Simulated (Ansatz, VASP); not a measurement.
## MgS in VASP and in Ansatz

INCAR

```
SYSTEM = MgS
PREC = Accurate
ENCUT = 520
EDIFF = 1E-6
ISMEAR = 0
SIGMA = 0.1
LREAL = .False.
LASPH = .True.
NELM = 100
ALGO = Normal
ISIF = 2
LWAVE = .False.
LCHARG = .False.
GGA = PE
NBANDS = 26
```

The input KPOINTS:

```
regular mesh
0
Gamma
  4 2 2
  0 0 0
```

POSCAR

```
MgS
1.0
    0.0000000000      0.0000000000      4.0798208312
    6.8773205027      0.0000000000      0.0000000000
    0.0000000000      6.8773205027      0.0000000000
Mg S
4 4
Direct
    1.0000000000      0.6732446447      0.6732446447
    0.5000000000      0.8267553553      0.1732446447
    0.0000000000      0.3267553553      0.3267553553
    0.5000000000      0.1732446447      0.8267553553
    0.5000000000      0.8122174204      0.8122174204
    0.0000000000      0.6877825796      0.3122174204
    0.5000000000      0.1877825796      0.1877825796
    0.0000000000      0.3122174204      0.6877825796
```

Input for Ansatz:

```yaml
crystal:
  lattice:
    - [0.0, 0.0, 4.0798208312]
    - [6.8773205027, 0.0, 0.0]
    - [0.0, 6.8773205027, 0.0]
  atoms:
    - { symbol: Mg, position: [1.0, 0.6732446447, 0.6732446447] }
    - { symbol: Mg, position: [0.5, 0.8267553553, 0.1732446447] }
    - { symbol: Mg, position: [0.0, 0.3267553553, 0.3267553553] }
    - { symbol: Mg, position: [0.5, 0.1732446447, 0.8267553553] }
    - { symbol: S, position: [0.5, 0.8122174204, 0.8122174204] }
    - { symbol: S, position: [0.0, 0.6877825796, 0.3122174204] }
    - { symbol: S, position: [0.5, 0.1877825796, 0.1877825796] }
    - { symbol: S, position: [0.0, 0.3122174204, 0.6877825796] }
basis:
  ecutwfc: 420
kpoints:
  mp_grid: { grid: [4, 2, 2] }
hamiltonian:
  xc: pbe
scf:
  occupations: { method: gaussian, width: 0.1 }
  lower_state_search: "off"
output:
  forces: true
  stress: true
  eigenvalues: true
```

Alike in both runs: task single point; functional PBE; k mesh 4 × 2 × 2; occupations gaussian, width 0.1 eV; no spin polarisation.

|  | VASP | Ansatz |
| --- | --- | --- |
| version | VASP 6.6.1 | Ansatz 0.2.0 |
| potentials or method | VASP PAW PBE potentials, release 64 (Mg, S) | scalar-relativistic, plane waves, PAW |
| plane-wave cutoff (eV) | 520 | 420 |
| valence electrons in the cell | 32 | 64 |

```tsv
	VASP	Ansatz	Ansatz less VASP
gap on the k mesh at the Fermi level (eV)	3.35	3.35	+0.006
least direct gap on the mesh (eV)	3.35	3.35	+0.006
pressure (GPa)	-0.1	0.0	+0.15
```

The two sets of potentials don't hold the same shells in valence.

Caveats: the k mesh is coarse (spacing up to 0.46 Å⁻¹), so the values aren't converged.
